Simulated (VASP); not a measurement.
Si:

```
CELL_PARAMETERS angstrom
2.62054 0.00000 0.00000
-1.31027 2.26946 0.00000
0.00000 0.00000 2.46635
ATOMIC_POSITIONS crystal
Si 0.00000 0.00000 0.00000
```

This isn't the form of Si at room conditions, which is diamond.

```yaml
Program: VASP 6.6.1
Task: relaxation of cell and atoms
Functional: HF
Potentials_or_basis: VASP PAW PBE potentials, release 64 (Si)
Cutoff: 600 eV
k_mesh: 6 × 6 × 6
Occupations: fermi-dirac, width 0.05 eV
Spin: no spin polarisation
```

At the start: pressure 9.4 GPa; volume 14.67 Å³/atom.

Q: How do energy, volume and symmetry change on relaxing?

A: Over 10 steps the energy falls by 30.4 meV/atom and the volume is 15.77 Å³/atom (+7.5 %); space group P6/mmm (No. 191, to 0.05 Å).

The path:
| step | energy change (eV) | largest force (eV/Å) | pressure (GPa) | volume (Å³) |
| --- | --- | --- | --- | --- |
| 1 | 0.0000 | 0.0000 | 9.40 | 14.67 |
| 2 | -0.0137 | 0.0000 | -5.09 | 16.57 |
| 3 | -0.0296 | 0.0000 | 0.21 | 15.72 |
| 4 | -0.0296 | 0.0000 | 0.36 | 15.70 |
| 5 | -0.0296 | 0.0000 | -0.15 | 15.81 |
| 6 | -0.0304 | 0.0000 | 0.10 | 15.75 |
| 7 | -0.0304 | 0.0000 | 0.10 | 15.75 |
| 8 | -0.0304 | 0.0000 | -0.03 | 15.77 |
| 9 | -0.0304 | 0.0000 | -0.02 | 15.77 |
| 10 | -0.0304 | 0.0000 | -0.02 | 15.77 |

Final structure:
```xyz
1
Lattice="2.6832 0.0000 0.0000 -1.3416 2.3237 0.0000 0.0000 0.0000 2.5289" Properties=species:S:1:pos:R:3 pbc="T T T"
Si    0.0000    0.0000    0.0000
```

Caveat: the k mesh is coarse (spacing up to 0.46 Å⁻¹), so the values aren't converged, least of all with exact exchange; the PAW data sets were made with another functional, which shifts forces and pressure a little.
